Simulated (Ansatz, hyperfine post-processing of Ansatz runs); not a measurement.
# Reading the 17O spectrum of Na2VP2O8

Calculated values: DFT, r2SCAN, plane-wave PAW, default files (PAW set soft_2), collinear spin, scalar-relativistic (Ansatz), contact and point-dipole shifts scaled to 340 K with Θ = 0 K (a pure Curie law); spin-only moments, above the ordering temperature.

```xyz
26
Lattice="8.3511 0.0000 0.0000 0.0000 8.3511 0.0000 0.0000 0.0000 5.0238" Properties=species:S:1:pos:R:3 pbc="T T T"
V     0.0000    0.0000    4.7957
V     4.1756    4.1756    4.7957
P     1.0770    5.2526    4.8925
P     5.2526    7.2741    4.8925
P     3.0986    1.0770    4.8925
P     7.2741    3.0986    4.8925
Na    5.6623    1.4867    2.5985
Na    6.8644    5.6623    2.5985
Na    2.6889    6.8644    2.5985
Na    1.4867    2.6889    2.5985
O     7.2711    3.0955    1.3597
O     3.0955    1.0801    1.3597
O     5.2556    7.2711    1.3597
O     1.0801    5.2556    1.3597
O     0.0000    0.0000    1.3571
O     4.1756    4.1756    1.3571
O     4.8145    5.9647    4.2211
O     5.9647    3.5367    4.2211
O     2.3864    4.8145    4.2211
O     3.5367    2.3864    4.2211
O     0.6389    6.5620    4.2211
O     7.7123    1.7891    4.2211
O     6.5620    7.7123    4.2211
O     1.7891    0.6389    4.2211
O     0.0000    4.1756    4.3099
O     4.1756    0.0000    4.3099
```

17O MAS at 2.35 T (13.6 MHz), 62.5 kHz, 340 K; contact and dipolar shift alone, no orbital or quadrupolar part; lines under 1.5 % of the strongest are left out. Lines of the NMR spectrum (strongest = 100):

```
position (ppm)  intensity
       -2029.5         25
        -107.5        100
         -48.9         50
         851.2         25
```

Q: Find the isotropic shifts among the lines and assign them to the O sites.

Sidebands are spaced by 4606 ppm (the spinning rate over the resonance of 13.6 MHz). An isotropic line need not be the tallest: it is the area-weighted centre of its own family of sidebands, and the one that stays put when the rate is changed. Isotropic shifts: -49 ppm for atom 11 and the 3 atoms equivalent to it (no V within 3.2 Å), reduced anisotropy 66 ppm; -2030 ppm for atom 15 and the 1 atom equivalent to it (bonded to 1 V at 1.59 Å), reduced anisotropy 992 ppm; -108 ppm for atom 17 and the 7 atoms equivalent to it (bonded to 1 V at 1.98 Å), reduced anisotropy 462 ppm; 851 ppm for atom 25 and the 1 atom equivalent to it (no V within 3.2 Å), reduced anisotropy -66 ppm. The families' total areas stand as 2:1:4:1; where areas are equal the match rests on the calculation.

[Logs are printed without paths, hosts, clocks, repeated set-up lines and the standing remarks that a program may print on its own settings, such as how far it seeks lower states.]

[Hosts, paths, dates, database ids (printed as entryN), source tags and the programs' standing remarks are cut or masked in the printed files.]
